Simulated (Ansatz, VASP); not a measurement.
## Pb in VASP and in Ansatz

```
Pb
1.0
     0.00000    2.47502    2.47502
     2.47502    0.00000    2.47502
     2.47502    2.47502    0.00000
Pb
1
Direct
  0.00000 0.00000 0.00000
```

Alike in both runs: task single point; functional PBE; k mesh 9 × 9 × 9; occupations gaussian, width 0.019 eV; no spin polarisation.

```csv
,VASP,Ansatz
version,VASP 6.6.1,Ansatz 0.2.0
potentials or method,"VASP PAW PBE potentials, release 64 (Pb_d)",Ansatz PAW
plane-wave cutoff (eV),520,420
valence electrons in the cell,14,14
```

```csv
,VASP,Ansatz,Ansatz less VASP
gap on the k mesh at the Fermi level (eV),none,none,-
pressure (GPa),2.2,2.2,+0.08
```

A gap of «none» marks a metal or a gap that the smearing closes. With one functional, cell and mesh, what is left measures potentials, basis and numerics.

Spin-orbit coupling is left out, which matters for the levels of Pb.
